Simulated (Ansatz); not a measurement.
## W in Ansatz: the effect of functional

The system is W.

```
W
1.0
     0.00000    2.06981    2.06981
     2.06981    0.00000    2.06981
     2.06981    2.06981    0.00000
W
1
Cartesian
  0.0000 0.0000 0.0000
```

This isn't the form of W at room conditions, which is bcc.

The cell isn't the ideal one: volume scaled by 1.06.

Alike in all runs:

- Program: Ansatz 0.2.0
- Task: single point
- Potentials or basis: Ansatz PAW
- k mesh: 11 × 11 × 11
- Occupations: fermi-dirac, width 0.05 eV
- Spin: no spin polarisation

One run gave: pressure -22.7 GPa. Which functional did it use?
A. LDA
B. r2SCAN
C. PBEsol

B.

```tsv
functional	cutoff	pressure (GPa)
LDA	420 eV (not typed: the program's choice for these potentials)	-30.1
PBEsol	420 eV (not typed: the program's choice for these potentials)	-25.7
r2SCAN	500 eV (not typed: the program's choice for these potentials)	-22.7
```

Caveats: the PAW data sets come from PBE, with cores solved anew for the run's functional, which leaves a small shift of forces and pressure.
